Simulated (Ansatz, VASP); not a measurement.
**Nb: VASP beside Ansatz**

```
Nb
1.0
    -0.04230    2.09385    2.09385
     2.09385   -0.04230    2.09385
     2.09385    2.09385   -0.04230
Nb
1
Direct
  0.00000 0.00000 0.00000
```

Change from the starting cell: equal xy, yz and zx shear strains of -2 %, crystal datasets.

Alike in both runs: task electric field gradients; functional PBE; k mesh 13 × 13 × 13; occupations fermi-dirac, width 0.08 eV; no spin polarisation.

```csv
,VASP,Ansatz
version,VASP 6.6.1,Ansatz 0.2.0
potentials or method,"VASP PAW PBE potentials, release 64 (Nb_sv), cutoff 520 eV","all-electron PAW with datasets made for the crystal, scalar-relativistic"
```

|  | VASP | Ansatz | Ansatz less VASP |
| --- | --- | --- | --- |
| pressure (GPa) | -1.5 | -1.2 | +0.30 |
| largest component of the traceless stress (GPa) | 0.63 | 0.66 | +0.027 |
| Vzz of the field gradient on the site that differs most (V/Å²) | 4.9 | 3.5 | -1.39 |

Ansatz ran all-electron here, so the differences hold the error of VASP's frozen core and of both bases. Ansatz warned: «gradients_without_spin_orbit».
